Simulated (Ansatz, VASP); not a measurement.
Two plane-wave programs on Bi

```
Bi
1.0
     3.19877    0.00000    0.00000
     0.00000    3.19877    0.00000
     0.00000    0.00000    3.47695
Bi
1
Direct
  0.00000 0.00000 0.50000
```

Alike in both runs: functional PBE; k mesh 6 × 6 × 4; occupations gaussian, width 0.1 eV; no spin polarisation.

Ansatz relaxed the structure, and its values are those at the end. VASP's run is a single point on that final structure, the one shown.

|  | VASP | Ansatz |
| --- | --- | --- |
| version | VASP 6.6.1 | Ansatz 0.2.0 |
| potentials or method | VASP PAW PBE potentials, release 64 (Bi_d) | scalar-relativistic, plane waves, PAW |
| plane-wave cutoff (eV) | 520 | 420 |
| valence electrons in the cell | 15 | 15 |

```csv
,VASP,Ansatz,Ansatz less VASP
gap on the k mesh at the Fermi level (eV),none,none,-
pressure (GPa),0.0,0.1,+0.06
```

A gap of «none» marks a metal or a gap that the smearing closes.

Caveats: the k mesh is coarse (spacing up to 0.45 Å⁻¹), so the values aren't converged; spin-orbit coupling is left out, which moves the levels of the heavy elements.
